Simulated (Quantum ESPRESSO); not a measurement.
**SnTe: equation of state with PBEsol**

SnTe:

```
CELL_PARAMETERS angstrom
0.00000 3.15085 3.15085
3.15085 0.00000 3.15085
3.15085 3.15085 0.00000
ATOMIC_POSITIONS crystal
Te 0.50000 0.50000 0.50000
Sn 0.00000 0.00000 0.00000
```

- Program: Quantum ESPRESSO 7.5
- Task: equation of state
- Functional: PBEsol
- Potentials or basis: GBRV 1.5 PBEsol
- Cutoff: 925 eV
- Density cutoff: 7401 eV
- k mesh: 7 × 7 × 7
- Occupations: fermi-dirac, width 0.05 eV
- Spin: no spin polarisation

- Equilibrium volume: 30.93 Å³/atom
- Bulk modulus: 47 GPa
- Pressure derivative of the bulk modulus: 4.5

Energy against volume, from the lowest point:
| volume (Å³/atom) | energy (meV/atom) |
| --- | --- |
| 29.404 | 11.69 |
| 30.030 | 3.66 |
| 30.656 | 0.00 |
| 31.281 | 0.24 |
| 31.907 | 3.97 |
| 32.532 | 10.82 |
| 33.158 | 20.48 |

All runs of the series together: 2 min on 2 threads of Arm Neoverse V2, with other jobs on the host.

 The run has no spin-orbit coupling, so splittings on Te are missing.
